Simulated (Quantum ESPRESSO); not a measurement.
Crystal: Ni.

```xyz
1
Lattice="0.0000 1.7376 1.7376 1.7376 0.0000 1.7376 1.7376 1.7376 0.0000" Properties=species:S:1:pos:R:3 pbc="T T T"
Ni    0.0000    0.0000    0.0000
```

Program: Quantum ESPRESSO 7.5. Alike in all runs: spin collinear, ferromagnetic start; cell as given; smearing fermi-dirac 0.05 eV.

Q: Order these runs on this cell by their pressure, lowest first.
A. level B86bPBE; potentials or basis SSSP 1.3 efficiency PBE; k mesh 10 × 10 × 10; cutoff (eV) 748; k mesh for the Wannier functions 8 × 8 × 8; mesh quality coarse
B. level LDA; potentials or basis PseudoDojo 0.4.1 SR LDA standard; k mesh 13 × 13 × 13; cutoff (eV) 1333; form of the LDA correlation PW92; mesh quality not flagged
C. level PBEsol; potentials or basis PseudoDojo 0.4.1 SR PBEsol standard; k mesh 13 × 13 × 13; cutoff (eV) 1333; mesh quality not flagged
D. level PBE; potentials or basis Ansatz NC SR PBE; k mesh 4 × 4 × 4; cutoff (eV) 1401; sweep ecutfock; mesh quality coarse
E. level PBE; potentials or basis PseudoDojo 0.4.1 SR PBE standard; k mesh 13 × 13 × 13; cutoff (eV) 1333; mesh quality not flagged

A: B (-10.2 GPa), C (-2.3 GPa), D (4.6 GPa), E (8.3 GPa), A (10.2 GPa).

Caveats: some runs use coarse meshes; the potentials were made for another functional, which shifts forces and pressure (some runs); the Wannier minimisation didn't converge (some runs).

Not every run made on this cell is shown here.
